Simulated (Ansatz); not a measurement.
Crystal: SiO2.

```
Si O
1.0
     0.00000    4.71626    7.36278
     2.35958    0.00000    7.36278
     2.35958    4.71626    0.00000
Si O
4 8
Direct
  0.93677 0.93677 0.56323
  0.68677 0.68677 0.31323
  0.31323 0.31323 0.68677
  0.56323 0.56323 0.93677
  0.06344 0.43656 0.06344
  0.43656 0.06344 0.43656
  0.81344 0.18656 0.81344
  0.18656 0.81344 0.18656
  0.12500 0.62500 0.62500
  0.62500 0.62500 0.62500
  0.62500 0.62500 0.12500
  0.62500 0.12500 0.62500
```

The cell comes from a database or a generator and needn't be the stable form of this composition.

Base run:

| Quantity | Value |
| --- | --- |
| Program | Ansatz 0.2.0 |
| Functional | PBE |
| Potentials or basis | Ansatz PAW |
| Cutoff | 250 eV |
| Density cutoff | 1000 eV |
| k mesh | 7 × 7 × 7 |
| Occupations | fermi-dirac, width 0.05 eV |
| Spin | no spin polarisation |

Its results: band gap on the k mesh 5.51 eV, direct; pressure 7.4 GPa; largest force 0.668 eV/Å.

The run is repeated on the same cell with these changes: functional from PBE to LDA; cutoff from 250 eV to 420 eV (not typed: the program's choice for these potentials). What comes out?

Band gap on the k mesh 5.53 eV, direct; pressure -1.7 GPa; largest force 0.074 eV/Å.

LDA binds more tightly than PBE, so the same cell stands under less pressure.

Caveats: odd divisions of the mesh miss points on the zone boundary, where band edges often lie, so the gap on the mesh can be too wide (some runs); the pressure holds a Pulay correction of +67.1 GPa for the finite cutoff (some runs); the cutoff lies under the one recommended for these potentials (some runs); the PAW data sets come from PBE, with cores solved anew for the run's functional, which leaves a small shift of forces and pressure (some runs).
